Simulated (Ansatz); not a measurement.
**Bands of Se**

```yaml
crystal:
  lattice:
    - [2.81056, 0.00000, 0.00000]
    - [0.00000, 2.81056, 0.00000]
    - [0.00000, 0.00000, 2.81056]
  atoms:
    - { symbol: Se, position: [0.00000, 0.00000, 0.00000] }
```

The cell is the one relaxed in the Materials Project (mp-7755), not relaxed further here; entries there can be hypothetical.

Theory: DFT, PBEsol, all-electron LAPW, scalar-relativistic in Ansatz 0.2.0.

Numerical set-up: a Γ-centred 12×12×12 k mesh, Fermi–Dirac smearing of 0.03 eV, basis error target 0.5 meV/atom, no spin polarisation.

Points in fractions of the reciprocal vectors of this cell: Γ (0, 0, 0), X (0, 0.5, 0), M (0.5, 0.5, 0), R (0.5, 0.5, 0.5). The path joins them by straight lines in the order Γ–X–M–Γ–R–X–R–M; legs that retrace an earlier one aren't tabulated. Energies are in eV from the Fermi level.

(1) List the levels at Γ between -5 and 5 eV.

(2) List the levels at X between -5 and 5 eV.

(3) List the levels at R between -5 and 5 eV.

(4) What is the band gap?

## Answers

(1) 1.40 (×3).

(2) 2.87 (×2).

(3) -3.40 (×3).

(4) none: bands cross the Fermi level, a metal.
